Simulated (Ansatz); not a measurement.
# A series in volume per atom on BaO

Results calculated with Ansatz 0.2.0 development build, not measured. Equation of state of a cubic crystal from periodic Kohn-Sham density functional theory without spin; pressure corrected for the finite basis.

Cell of the first row (space group Fm-3m, No. 225):
```
CELL_PARAMETERS angstrom
0.00000 2.72980 2.72980
2.72980 0.00000 2.72980
2.72980 2.72980 0.00000
ATOMIC_POSITIONS crystal
Ba 0.00000 0.00000 0.00000
O 0.50000 0.50000 0.50000
```

Settings of every row: formula BaO; structure type rock salt; functional PBE; spin treatment none; k mesh 17x17x17; occupation method fermi-dirac; occupation width 0.061225619 eV; wave cutoff 700 eV; datasets hard PAW; density cutoff ratio 4.

Limits: the SCF threshold is loose for a stress in some rows; no spin-orbit coupling, which can matter with elements this heavy.

| row | volume per atom (Å³) | pressure (GPa) | energy above lowest point (meV/atom) |
| --- | --- | --- | --- |
| 1 | 20.341 | 4.941 | 18.95 |
| 2 | 20.774 | 3.111 | 8.12 |
| 3 | 21.206 | 1.475 | 1.97 |
| 4 | 21.639 | ? | ? |
| 5 | 22.072 | -1.296 | 1.77 |
| 6 | 22.505 | -2.466 | 6.88 |
| 7 | 22.938 | -3.512 | 14.98 |

Question: what pressure should row 4 give?

Worked fit of pressure. Take u = (V_r/V)^(2/3) − 1 with V_r = 21.639 Å³ an atom, which is twice the finite (Eulerian) strain; such expansions in the strain, on which the Birch-Murnaghan equation of state is built, carry the rest volume and the bulk modulus. The shown rows have u = 0.0421, 0.02757, 0.01357, -0.01312, -0.02582, -0.03812. Least squares give pressure = 0.0121 + 103.696 × u + 306.05 × u² + 285 × u³ GPa; a parabola predicts inner rows, each left out in turn, worse (root mean square 0.0069 against 0.0021 GPa). The rows lie off it by 0.000, 0.001, -0.001, 0.000, 0.000, 0.000. The pressure vanishes at u = -0.0001, or V = 21.64 Å³ an atom, and there the bulk modulus at fixed shape and fractions is B = −V dP/dV = (2/3)(1 + u) dP/du = 69.1 GPa. The withheld row has u = 0, so the fit gives 0.0121 + 103.696 × (0) + 306.05 × (0)² + 285 × (0)³ = 0.012 GPa.

The calculation gave 0.013 GPa. The fit lies 0.001 GPa (7.7 % of the value, 0.012 % of the column's range) below it, one unit of the last digit.

The other values of row 4: energy above lowest point 0 meV/atom.
